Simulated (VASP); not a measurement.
# TiC: single point with PBE

The system is TiC.

```
Ti C
1.0
     3.04528    0.00000    0.00000
    -1.52264    2.63729    0.00000
     0.00000    0.00000    2.69390
Ti C
1 1
Direct
  0.00000 0.00000 0.00000
  0.33333 0.66667 0.50000
```

The cell comes from a database or a generator and needn't be the stable form of this composition.

The cell isn't the ideal one: cell and atoms relaxed from a first guess.

* Program: VASP 6.6.1
* Task: single point
* Functional: PBE
* Potentials or basis: VASP PAW PBE potentials, release 64 (Ti_sv, C)
* Cutoff: 520 eV
* k mesh: 16 × 16 × 14
* Occupations: fermi-dirac, width 0.08 eV
* Spin: no spin polarisation
* Dipole correction: no
* Further INCAR settings: ALGO = Normal; EDIFF = 1e-06; NBANDS = 15

```json
{"Pressure": "0.1 GPa", "Band gap on the k mesh": "none (metal or under the smearing width)"}
```

Levels at points of the mesh, in eV from the Fermi level:
```csv
k point,band 6,band 7,band 8,band 9,band 10,band 11
"(0.00, 0.00, 0.00)",-1.59,-1.59,-0.94,2.34,3.35,3.35
"(0.50, 0.00, 0.00)",-4.85,-0.74,-0.26,0.21,3.06,3.48
"(0.00, 0.00, 0.50)",-5.59,-0.51,-0.51,1.15,1.15,4.73
"(0.50, 0.00, 0.50)",-4.00,-2.55,-2.22,1.51,3.29,4.36
```

It took 22 s on 1 thread of Intel(R) Xeon(R) 6975P-C (Granite Rapids), with other jobs on the host, peak memory 0.19 GiB.
